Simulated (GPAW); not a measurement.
# BaS (Fm-3m) in GPAW: a series of runs

One crystal, BaS, is run at these levels: PBEsol+D3(BJ), PBEsol+D4, RPBE+D3(BJ); tasks: relaxation of cell and atoms.

Program: GPAW 26.7.0. These are calculated values, not measurements. Logs are shortened: lines on timing, memory, paths and dates and some standing lists are left out, and cuts for length are marked. The log counts tension as positive stress, the text compression.

## 1. The structure

Symmetry: Fm-3m, No. 225, cubic system. The conventional cell has a = 6.388 Å, b = 6.388 Å, c = 6.388 Å, α = 90.00°, β = 90.00°, γ = 90.00°. Ba (site symmetry m-3m) is surrounded by 6 S at 3.19 Å. S (site symmetry m-3m) is surrounded by 6 Ba at 3.19 Å.

## 2. Relaxation of cell and atoms, PBEsol+D3(BJ)

The input, run.py:

```python
from ase.calculators.mixing import SumCalculator
from ase.filters import FrechetCellFilter
from ase.io import read, write
from ase.optimize import LBFGS
from dftd3.ase import DFTD3
from gpaw import GPAW, PW, setup_paths

setup_paths.insert(0, '.')

atoms = read('POSCAR')

calc = GPAW(mode=PW(600),
            xc='PBEsol',
            kpts={'size': (7, 7, 7), 'gamma': True},
            occupations={'name': 'fermi-dirac', 'width': 0.05},
            nbands=16,
            convergence={'density': 1e-05, 'forces': 0.0001},
            maxiter=150,
            txt='gpaw.txt')
atoms.calc = SumCalculator([calc, DFTD3(method='pbesol', damping='d3bj')])
opt = LBFGS(FrechetCellFilter(atoms), trajectory='relax.traj', logfile='-')
done = opt.run(fmax=0.01, steps=100)
calc.write('gs.gpw')
write('result.traj', atoms)
print('Converged:', done)
print('Cell:', atoms.cell.cellpar().round(4))
print('Volume:', round(atoms.get_volume(), 4))
print(atoms.get_scaled_positions().round(5))
```

The input, POSCAR:

```
BaS
1.0
    0.0000000000      3.1937500000      3.1937500000
    3.1937500000      0.0000000000      3.1937500000
    3.1937500000      3.1937500000      0.0000000000
Ba S
1 1
Direct
    0.0000000000      0.0000000000      0.0000000000
    0.5000000000      0.5000000000      0.5000000000
```

Potentials or basis: PAW data sets generated in the run's folder for this functional, pw.

Command:

```sh
$ gpaw-setup -f PBEsol Ba S
$ OMP_NUM_THREADS=1 python run.py
```

gpaw.txt:

```text
__  _  _
 | _ |_)|_||  |
 |__||  | ||/\| - 26.7.0

Input parameters:
  mode=PW(ecut=600.0),
  convergence={'density': 1e-05, 'forces': 0.0001},
  kpts=MonkhorstPack(size=(7, 7, 7), gamma=True),
  maxiter=150,
  nbands=16,
  occupations=Occupations(name='fermi-dirac', width=0.05),
  xc=XC(name='PBEsol')

Diagonalizing LCAO Hamiltonian
Converting LCAO to pw mode

                 S

       Ba

Atoms  # Å, Bohr magnetons
|   | symbol |        x |        y |        z |    initial magnetic moments |
|---|--------|----------|----------|----------|-----------------------------|
| 0 |     Ba | 0.000000 | 0.000000 | 0.000000 | ( 0.0000,  0.0000,  0.0000) |
| 1 |      S | 3.193750 | 3.193750 | 3.193750 | ( 0.0000,  0.0000,  0.0000) |

Unit cell  # Å
| periodic |        x |        y |        z |  lengths |    angles |
|----------|----------|----------|----------|----------|-----------|
|      yes | 0.000000 | 3.193750 | 3.193750 | 4.516645 | 60.000000 |
|      yes | 3.193750 | 0.000000 | 3.193750 | 4.516645 | 60.000000 |
|      yes | 3.193750 | 3.193750 | 0.000000 | 4.516645 | 60.000000 |

Number of symmetries: 48
Symmetry operations  # r_c * U_cc + t_c -> r_c
|    | kind |            matrix            |
|----|------|------------------------------|
|  0 |  σ   |  1, 0, 0,  1, 0,-1,  1,-1, 0 |
|  1 |  C2  |  1, 0, 0,  1,-1, 0,  1, 0,-1 |
|  2 |  E   |  1, 0, 0,  0, 1, 0,  0, 0, 1 |
|  3 |  σ   |  1, 0, 0,  0, 0, 1,  0, 1, 0 |
|  4 |  C4  |  1, 0,-1,  1, 0, 0,  1,-1, 0 |
|  5 |  S6  |  1, 0,-1,  1,-1, 0,  1, 0, 0 |
|  6 |  σ   |  1, 0,-1,  0, 1,-1,  0, 0,-1 |
|  7 |  C3  |  1, 0,-1,  0, 0,-1,  0, 1,-1 |
|  8 |  S6  |  1,-1, 0,  1, 0, 0,  1, 0,-1 |
|  9 |  C4  |  1,-1, 0,  1, 0,-1,  1, 0, 0 |
| 10 |  C3  |  1,-1, 0,  0,-1, 1,  0,-1, 0 |
| 11 |  σ   |  1,-1, 0,  0,-1, 0,  0,-1, 1 |
| 12 |  σ   |  0, 1, 0,  1, 0, 0,  0, 0, 1 |
| 13 |  C4  |  0, 1, 0,  0, 1,-1, -1, 1, 0 |
| 14 |  C3  |  0, 1, 0,  0, 0, 1,  1, 0, 0 |
| 15 |  S6  |  0, 1, 0, -1, 1, 0,  0, 1,-1 |
| 16 |  C2  |  0, 1,-1,  1, 0,-1,  0, 0,-1 |
| 17 |  σ   |  0, 1,-1,  0, 1, 0, -1, 1, 0 |
| 18 |  S4  |  0, 1,-1,  0, 0,-1,  1, 0,-1 |
| 19 |  C4  |  0, 1,-1, -1, 1, 0,  0, 1, 0 |
| 20 |  C3  |  0, 0, 1,  1, 0, 0,  0, 1, 0 |
| 21 |  σ   |  0, 0, 1,  0, 1, 0,  1, 0, 0 |
[... 197 lines left out ...]
|          2 |        -6.320 |     2.000 |
|          3 |        -6.320 |     2.000 |
|          4 |        -5.592 |     2.000 |
|          5 |         4.745 |     2.000 |
[... 8 lines left out ...]
|         14 |        13.159 |     0.000 |
|         15 |        19.478 |     0.000 |

Gap: 2.067 eV
Transition (v -> c):
  (s=0, k=0, n=7, [0.00, 0.00, 0.00]) -> (s=0, k=16, n=8, [0.43, 0.43, 0.00])
Direct/indirect transitions are different
Direct gap: 2.211 eV
Transition at: (s=0, k=16, n=7, [0.43, 0.43, 0.00])

Stress tensor  # eV/Ang^3
|        x |        y |        z |
|----------|----------|----------|
| 0.004702 | 0.000000 | 0.000000 |
| 0.000000 | 0.004702 | 0.000000 |
| 0.000000 | 0.000000 | 0.004702 |

Forces  # eV/Ang
|       x |        y |       z |
|---------|----------|---------|
| 0.00000 | -0.00000 | 0.00000 |  # Ba   0
| 0.00000 |  0.00000 | 0.00000 |  # S    1

Interpolating wave functions to new cell

                 S

       Ba

Atoms  # Å, Bohr magnetons
|   | symbol |        x |        y |        z |    initial magnetic moments |
|---|--------|----------|----------|----------|-----------------------------|
| 0 |     Ba | 0.000000 | 0.000000 | 0.000000 | ( 0.0000,  0.0000,  0.0000) |
| 1 |      S | 3.183014 | 3.183014 | 3.183014 | ( 0.0000,  0.0000,  0.0000) |

Unit cell  # Å
| periodic |         x |        y |         z |  lengths |    angles |
|----------|-----------|----------|-----------|----------|-----------|
|      yes | -0.000000 | 3.183014 |  3.183014 | 4.501461 | 60.000000 |
|      yes |  3.183014 | 0.000000 |  3.183014 | 4.501461 | 60.000000 |
|      yes |  3.183014 | 3.183014 | -0.000000 | 4.501461 | 60.000000 |

Number of symmetries: 48
Symmetry operations  # r_c * U_cc + t_c -> r_c
[... 48 lines left out ...]
|         x |         y |         z |
|-----------|-----------|-----------|
| -0.011825 | -0.000000 |  0.000000 |
| -0.000000 | -0.011825 |  0.000000 |
|  0.000000 |  0.000000 | -0.011825 |

Forces  # eV/Ang
|        x |        y |       z |
|----------|----------|---------|
|  0.00000 | -0.00000 | 0.00000 |  # Ba   0
| -0.00000 |  0.00000 | 0.00000 |  # S    1

Interpolating wave functions to new cell

                 S

       Ba

Atoms  # Å, Bohr magnetons
|   | symbol |         x |         y |        z |    initial magnetic moments |
|---|--------|-----------|-----------|----------|-----------------------------|
| 0 |     Ba | -0.000000 | -0.000000 | 0.000000 | ( 0.0000,  0.0000,  0.0000) |
| 1 |      S |  3.139324 |  3.139324 | 3.139324 | ( 0.0000,  0.0000,  0.0000) |

Unit cell  # Å
| periodic |         x |         y |        z |  lengths |    angles |
|----------|-----------|-----------|----------|----------|-----------|
|      yes | -0.000000 |  3.139324 | 3.139324 | 4.439674 | 60.000000 |
|      yes |  3.139324 | -0.000000 | 3.139324 | 4.439674 | 60.000000 |
|      yes |  3.139324 |  3.139324 | 0.000000 | 4.439674 | 60.000000 |

Number of symmetries: 48
Symmetry operations  # r_c * U_cc + t_c -> r_c
|    | kind |            matrix            |
|----|------|------------------------------|
|  0 |  σ   |  1, 0, 0,  1, 0,-1,  1,-1, 0 |
|  1 |  C2  |  1, 0, 0,  1,-1, 0,  1, 0,-1 |
|  2 |  E   |  1, 0, 0,  0, 1, 0,  0, 0, 1 |
|  3 |  σ   |  1, 0, 0,  0, 0, 1,  0, 1, 0 |
|  4 |  C4  |  1, 0,-1,  1, 0, 0,  1,-1, 0 |
|  5 |  S6  |  1, 0,-1,  1,-1, 0,  1, 0, 0 |
|  6 |  σ   |  1, 0,-1,  0, 1,-1,  0, 0,-1 |
|  7 |  C3  |  1, 0,-1,  0, 0,-1,  0, 1,-1 |
|  8 |  S6  |  1,-1, 0,  1, 0, 0,  1, 0,-1 |
|  9 |  C4  |  1,-1, 0,  1, 0,-1,  1, 0, 0 |
| 10 |  C3  |  1,-1, 0,  0,-1, 1,  0,-1, 0 |
| 11 |  σ   |  1,-1, 0,  0,-1, 0,  0,-1, 1 |
| 12 |  σ   |  0, 1, 0,  1, 0, 0,  0, 0, 1 |
| 13 |  C4  |  0, 1, 0,  0, 1,-1, -1, 1, 0 |
| 14 |  C3  |  0, 1, 0,  0, 0, 1,  1, 0, 0 |
| 15 |  S6  |  0, 1, 0, -1, 1, 0,  0, 1,-1 |
| 16 |  C2  |  0, 1,-1,  1, 0,-1,  0, 0,-1 |
| 17 |  σ   |  0, 1,-1,  0, 1, 0, -1, 1, 0 |
| 18 |  S4  |  0, 1,-1,  0, 0,-1,  1, 0,-1 |
| 19 |  C4  |  0, 1,-1, -1, 1, 0,  0, 1, 0 |
| 20 |  C3  |  0, 0, 1,  1, 0, 0,  0, 1, 0 |
| 21 |  σ   |  0, 0, 1,  0, 1, 0,  1, 0, 0 |
[... 152 lines left out ...]
convergence criteria:
- Maximum integral of absolute [dens]ity change: 1e-05 electrons / valence electron
- Maximum change in the atomic [forces] across last 2 cycles: 0.0001 eV/Ang OR
Maximum error relative to the maximum force is below inf
- Maximum [total energy] change in last 3 cyles: 0.0005 eV / valence electron
- Maximum integral of absolute [eigenst]ate change: 4e-08 eV^2 / valence electron
maximum number of iterations: 150

SCF iterations
|iter     | |      energy | eigst |  dens |force |
|---------|-|-------------|-------|-------|------|
|iter:   1| |  -10.683537 | -3.33 |       |      |
|iter:   2| |  -10.683407 | -5.63 | -2.48 |      |
|iter:   3| |  -10.682650c| -4.61 | -2.52 |      |
|iter:   4| |  -10.682625c| -5.96 | -3.41 |      |
|iter:   5| |  -10.682623c| -7.41c| -3.97 |      |
|iter:   6| |  -10.682623c| -7.78c| -4.23 |      |
|iter:   7| |  -10.682623c| -8.58c| -5.00 |      |
|iter:   8| |  -10.682623c| -9.18c| -5.46c|      |
|iter:   9| |  -10.682623c|-10.03c| -6.65c|-24.01c|

Converged in 9 steps
Energy contributions relative to reference atoms: (reference = -232030.927357)

Energy contributions:
  Kinetic:          13.110803
  Coulomb:         -11.334951
  Zero:              0.026918
  External:          0.000000
  Xc:              -12.485393
  Entropy:          -0.000000
  Spinorbit:         0.000000
  ----------------------------
  Free energy:     -10.682623
  Extrapolated:    -10.682623

dipole moment: (-37.944706, -37.944706, -37.944706)  # |e|*Ang

Fermi level: 6.177
Eigenvalues  # (at kpt = [0.000, 0.000, 0.000])
| band index |      eig [eV] | occ [0-2] |
|------------|---------------|-----------|
|          0 |       -20.635 |     2.000 |
|          1 |        -5.700 |     2.000 |
|          2 |        -5.700 |     2.000 |
|          3 |        -5.700 |     2.000 |
|          4 |        -5.215 |     2.000 |
|          5 |         5.201 |     2.000 |
[... 11 lines left out ...]
Gap: 1.972 eV
Transition (v -> c):
  (s=0, k=0, n=7, [0.00, 0.00, 0.00]) -> (s=0, k=16, n=8, [0.43, 0.43, 0.00])
Direct/indirect transitions are different
Direct gap: 2.087 eV
Transition at: (s=0, k=16, n=7, [0.43, 0.43, 0.00])

Stress tensor  # eV/Ang^3
|         x |         y |         z |
|-----------|-----------|-----------|
| -0.010790 | -0.000000 |  0.000000 |
| -0.000000 | -0.010790 |  0.000000 |
|  0.000000 |  0.000000 | -0.010790 |

Forces  # eV/Ang
|       x |        y |       z |
|---------|----------|---------|
| 0.00000 | -0.00000 | 0.00000 |  # Ba   0
| 0.00000 |  0.00000 | 0.00000 |  # S    1

# Writing to gs.gpw (mode='')
```

Run time: 60 s. Hardware: 1 thread of Arm Neoverse V1, shared host; peak memory 0.2 GiB.

What came out:

- Free energy: -11.3162 eV
- Relaxed volume: 30.94 Å³/atom
- Relaxed cell: a = 4.440 Å, b = 4.440 Å, c = 4.440 Å, α = 60.00°, β = 60.00°, γ = 60.00°
- Space group after relaxing (to 0.05 Å): Fm-3m (No. 225)
- Energy gained by relaxing: 12.2 meV/atom
- Ionic steps: 4
- Pressure after relaxing: 0.0 GPa
- Band gap on the k mesh: 1.97 eV, indirect (least direct gap 2.09 eV)
- Dispersion energy per atom: -0.317 eV

The path:
| step | energy change (eV) | largest force (eV/Å) | pressure (GPa) | volume (Å³) |
| --- | --- | --- | --- | --- |
| 1 | 0.0000 | 0.0000 | -2.32 | 65.15 |
| 2 | -0.0085 | 0.0000 | -1.91 | 64.50 |
| 3 | -0.0242 | 0.0000 | 0.15 | 61.69 |
| 4 | -0.0243 | 0.0000 | -0.01 | 61.88 |

Final structure:
```cif
data_structure
_symmetry_space_group_name_H-M 'P 1'
_symmetry_Int_Tables_number 1
_cell_length_a 4.4397
_cell_length_b 4.4397
_cell_length_c 4.4397
_cell_angle_alpha 60.000
_cell_angle_beta 60.000
_cell_angle_gamma 60.000
_cell_volume 61.88
loop_
_atom_site_label
_atom_site_type_symbol
_atom_site_fract_x
_atom_site_fract_y
_atom_site_fract_z
_atom_site_occupancy
Ba1 Ba 0.00000 0.00000 0.00000 1
S1 S 0.50000 0.50000 0.50000 1
```

Levels at points of the mesh, in eV from the valence-band top:
| k point | band 4 | band 5 | band 6 | band 7 | band 8 | band 9 | band 10 | band 11 | band 12 |
| --- | --- | --- | --- | --- | --- | --- | --- | --- | --- |
| (0.00, 0.00, 0.00) | -10.90 | -10.42 | 0.00 | 0.00 | 0.00 | 3.69 | 3.80 | 3.80 | 3.80 |

Caveat: later steps reuse the first step's grids; spin-orbit coupling is left out, which moves the levels of the heavy elements; an odd mesh through Γ misses points on the zone boundary, where band edges often lie.

## 3. Relaxation of cell and atoms, PBEsol+D4, target pressure -1 GPa, at which the enthalpy is minimised

The input, run.py:

```python
from ase import Atoms
from ase.calculators.mixing import SumCalculator
from ase.filters import FrechetCellFilter
from ase.io import write
from ase.optimize import LBFGS
from ase.units import GPa
from dftd4.ase import DFTD4
from gpaw import GPAW, PW, setup_paths

setup_paths.insert(0, '.')

atoms = Atoms(['Ba', 'S'],
              cell=[[0.0, 3.19375, 3.19375],
                    [3.19375, 0.0, 3.19375],
                    [3.19375, 3.19375, 0.0]],
              scaled_positions=[[0.0, 0.0, 0.0],
                                [0.5, 0.5, 0.5]],
              pbc=True)

calc = GPAW(mode=PW(600),
            xc='PBEsol',
            kpts={'size': (7, 7, 7), 'gamma': True},
            occupations={'name': 'fermi-dirac', 'width': 0.05},
            nbands=16,
            convergence={'density': 1e-05, 'forces': 0.0001},
            maxiter=150,
            txt='gpaw.txt')
atoms.calc = SumCalculator([calc, DFTD4(method='pbesol')])
opt = LBFGS(FrechetCellFilter(atoms, scalar_pressure=-1 * GPa), trajectory='relax.traj', logfile='-')
done = opt.run(fmax=0.02, steps=60)
calc.write('gs.gpw')
write('result.traj', atoms)
print('Converged:', done)
print('Cell:', atoms.cell.cellpar().round(4))
print('Volume:', round(atoms.get_volume(), 4))
print(atoms.get_scaled_positions().round(5))
```

Potentials or basis: PAW data sets generated in the run's folder for this functional, pw.

Command:

```sh
$ gpaw-setup -f PBEsol Ba S
$ OMP_NUM_THREADS=1 python run.py
```

Wall time 79 s (1 thread of Arm Neoverse V1, shared host); peak memory 0.24 GiB.

The run converged. Its results:

| Quantity | Value |
| --- | --- |
| Free energy | -10.9817 eV |
| Relaxed volume | 32.19 Å³/atom |
| Relaxed cell | a = 4.499 Å, b = 4.499 Å, c = 4.499 Å, α = 60.00°, β = 60.00°, γ = 60.00° |
| Space group after relaxing (to 0.05 Å) | Fm-3m (No. 225) |
| Energy change on relaxing (the enthalpy is what falls) | -2.9 meV/atom |
| Ionic steps | 3 |
| Pressure after relaxing | -1.0 GPa |
| Band gap on the k mesh | 2.05 eV, indirect (least direct gap 2.18 eV) |
| Dispersion energy per atom | -0.144 eV |

Step by step:
```csv
step,energy change (eV),largest force (eV/Å),pressure (GPa),volume (Å³)
1,0.0000,0.0000,-1.49,65.15
2,-0.0012,0.0000,-1.40,65.01
3,-0.0058,0.0000,-0.99,64.39
```

Final structure:
```cif
data_structure
_symmetry_space_group_name_H-M 'P 1'
_symmetry_Int_Tables_number 1
_cell_length_a 4.4990
_cell_length_b 4.4990
_cell_length_c 4.4990
_cell_angle_alpha 60.000
_cell_angle_beta 60.000
_cell_angle_gamma 60.000
_cell_volume 64.39
loop_
_atom_site_label
_atom_site_type_symbol
_atom_site_fract_x
_atom_site_fract_y
_atom_site_fract_z
_atom_site_occupancy
Ba1 Ba 0.00000 0.00000 0.00000 1
S1 S 0.50000 0.50000 0.50000 1
```

Levels at points of the mesh, in eV from the valence-band top:
```csv
k point,band 6,band 7,band 8,band 9,band 10,band 11
"(0.00, 0.00, 0.00)",0.00,0.00,0.00,3.49,3.81,3.81
```

Caveat: later steps reuse the first step's grids; spin-orbit coupling is left out, which moves the levels of the heavy elements; an odd mesh through Γ misses points on the zone boundary, where band edges often lie.

## 4. Relaxation of cell and atoms, RPBE+D3(BJ)

run.py: that of step 3 with these lines changed.

```diff
@@ -5,7 +5,4 @@
 from ase.optimize import LBFGS
-from ase.units import GPa
-from dftd4.ase import DFTD4
-from gpaw import GPAW, PW, setup_paths
-
-setup_paths.insert(0, '.')
+from dftd3.ase import DFTD3
+from gpaw import GPAW, PW
 
@@ -20,3 +17,3 @@
 calc = GPAW(mode=PW(600),
-            xc='PBEsol',
+            xc='RPBE',
             kpts={'size': (7, 7, 7), 'gamma': True},
@@ -27,4 +24,4 @@
             txt='gpaw.txt')
-atoms.calc = SumCalculator([calc, DFTD4(method='pbesol')])
-opt = LBFGS(FrechetCellFilter(atoms, scalar_pressure=-1 * GPa), trajectory='relax.traj', logfile='-')
+atoms.calc = SumCalculator([calc, DFTD3(method='rpbe', damping='d3bj')])
+opt = LBFGS(FrechetCellFilter(atoms), trajectory='relax.traj', logfile='-')
 done = opt.run(fmax=0.02, steps=60)
```

Potentials or basis: the program's PAW data sets (release 1.2.1) made for this functional, pw.

Command:

```sh
$ OMP_NUM_THREADS=1 python run.py
```

It took 65 s on 1 thread of Arm Neoverse V1, shared host; peak memory 0.22 GiB.

The run converged. Its results:

| Property | Result |
| --- | --- |
| Free energy | -13.4438 eV |
| Relaxed volume | 26.30 Å³/atom |
| Relaxed cell | a = 4.206 Å, b = 4.206 Å, c = 4.206 Å, α = 60.00°, β = 60.00°, γ = 60.00° |
| Space group after relaxing (to 0.05 Å) | Fm-3m (No. 225) |
| Energy gained by relaxing | 250.2 meV/atom |
| Ionic steps | 5 |
| Pressure after relaxing | -0.1 GPa |
| Band gap on the k mesh | 1.80 eV, direct |
| Dispersion energy per atom | -2.306 eV |

The path:
```
step  energy change (eV)  largest force (eV/Å)  pressure (GPa)  volume (Å³)
   1              0.0000                0.0000          -10.37        65.15
   2             -0.1753                0.0000           -9.13        62.27
   3             -0.4318                0.0000            6.55        48.99
   4             -0.4970                0.0000           -1.29        53.42
   5             -0.5004                0.0000           -0.12        52.61
```

Final structure:
```cif
data_structure
_symmetry_space_group_name_H-M 'P 1'
_symmetry_Int_Tables_number 1
_cell_length_a 4.2058
_cell_length_b 4.2058
_cell_length_c 4.2058
_cell_angle_alpha 60.000
_cell_angle_beta 60.000
_cell_angle_gamma 60.000
_cell_volume 52.61
loop_
_atom_site_label
_atom_site_type_symbol
_atom_site_fract_x
_atom_site_fract_y
_atom_site_fract_z
_atom_site_occupancy
Ba1 Ba 0.00000 0.00000 0.00000 1
S1 S 0.50000 0.50000 0.50000 1
```

Levels at points of the mesh, in eV from the valence-band top:
| k point | band 6 | band 7 | band 8 | band 9 | band 10 | band 11 |
| --- | --- | --- | --- | --- | --- | --- |
| (0.00, 0.00, 0.00) | -0.04 | -0.04 | -0.04 | 3.86 | 3.86 | 3.86 |

Caveat: later steps reuse the first step's grids; the volume moved by over 15 % at a fixed basis, so the end points are rough; spin-orbit coupling is left out, which moves the levels of the heavy elements; an odd mesh through Γ misses points on the zone boundary, where band edges often lie; the volume moved by -19 % from the deposited cell, more than functionals usually miss.

## 5. Summary

```tsv
level	potentials or basis	cell	fmax	max steps	target pressure	gap on the mesh (eV)	pressure (GPa)	relaxed volume (Å³/atom)
PBEsol+D3(BJ)	PAW data sets generated in the run's folder for this functional, pw	relaxed	0.01 eV/Å	100	-	1.97	0.0	30.94
PBEsol+D4	PAW data sets generated in the run's folder for this functional, pw	relaxed to -1 GPa	0.02 eV/Å	60	-1 GPa	2.05	-1.0	-
RPBE+D3(BJ)	the program's PAW data sets (release 1.2.1) made for this functional, pw	relaxed	0.02 eV/Å	60	-	1.80	-0.1	26.30
```

Alike in all rows: task relaxation of cell and atoms; no spin polarisation; k mesh 7 × 7 × 7; cutoff (eV) 600; smearing fermi-dirac 0.05 eV.

Caveats: later steps reuse the first step's grids; spin-orbit coupling is left out, which moves the levels of the heavy elements; an odd mesh through Γ misses points on the zone boundary, where band edges often lie; the volume moved by over 15 % at a fixed basis, so the end points are rough (some runs); the volume moved by -19 % from the deposited cell, more than functionals usually miss (some runs).

Absolute energies hang on the potentials; compare differences alone.
